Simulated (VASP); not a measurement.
```
BaSnO3
1.0
    4.18821     0.00000     0.00000
    0.00000     4.18821     0.00000
    0.00000     0.00000     4.18821
Ba Sn O
1 1 3
Direct
  0.00000   0.00000   0.00000
  0.50000   0.50000   0.50000
  0.50000   0.00000   0.50000
  0.00000   0.50000   0.50000
  0.50000   0.50000   0.00000
```

All values below come from PBE GGA, VASP's PBE PAW potentials (set 64) (plane waves; VASP 6.6.1). Settings: 520 eV cut-off, 5×5×5 Γ-centred mesh, Gaussian smearing of 0.050 eV, potentials Ba_sv Sn_d O.

Problem. Estimate the energy per atom (σ→0).

Solution. 
| Property | Result |
|---|---|
| energy per atom (σ→0) | -6.286 eV/atom |

Total energies compare only between runs with the same potentials, cut-off and functional.

The compound is BaSnO3 in the cubic perovskite structure. It was relaxed first, which changed the volume by +5 %. The start is the result of an earlier pass.
